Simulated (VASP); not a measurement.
Runs of VASP 6.6.1 on Nb. Symmetry: Fm-3m, No. 225, cubic system. Conventional cell: a = 4.230 Å, b = 4.230 Å, c = 4.230 Å, α = 90.00°, β = 90.00°, γ = 90.00°. Around Nb (site symmetry m-3m) lie 12 Nb at 2.99 Å. This isn't the form of Nb at room conditions, which is bcc.

| level | potentials or basis | cell | k mesh | smearing | exchange at q = 0 | grid for exact exchange (PRECFOCK) | mesh quality | gap on the mesh (eV) | pressure (GPa) |
| --- | --- | --- | --- | --- | --- | --- | --- | --- | --- |
| B3LYP+D3(BJ) | VASP PAW PBE potentials, release 64 (Nb_sv) | as given | 7 × 7 × 7 | methfessel-paxton 0.001 eV | truncated | Normal | coarse | none | -14.0 |
| RPBE | VASP PAW PBE potentials, release 64 (Nb_sv) | cell strained at random at fixed volume | 11 × 11 × 11 | fermi-dirac 0.025 eV | - | - | not flagged | none | 0.5 |
| PBE0 | VASP PAW PBE potentials, release 64 (Nb_sv) | as given | 7 × 7 × 7 | fermi-dirac 0.025 eV | truncated | Normal | coarse | none | -5.9 |
| LDA | VASP PAW LDA potentials, release 64 (Nb_sv) | as given | 11 × 11 × 11 | methfessel-paxton 0.1 eV | - | - | not flagged | none | (a) |

Alike in all rows: task single point; no spin polarisation; cutoff (eV) 520.

Q: Fill in the values left out.

A: (a) -11.1.

Caveats: some runs use coarse meshes; the PAW data sets were made with another functional, which shifts forces and pressure a little (some runs); pairwise dispersion overbinds metals, which lowers pressure and volume (some runs).

A k mesh can miss the band edges, and the runs leave out spin-orbit coupling on Nb.

A gap of «none» marks a metal or a gap under the smearing width.
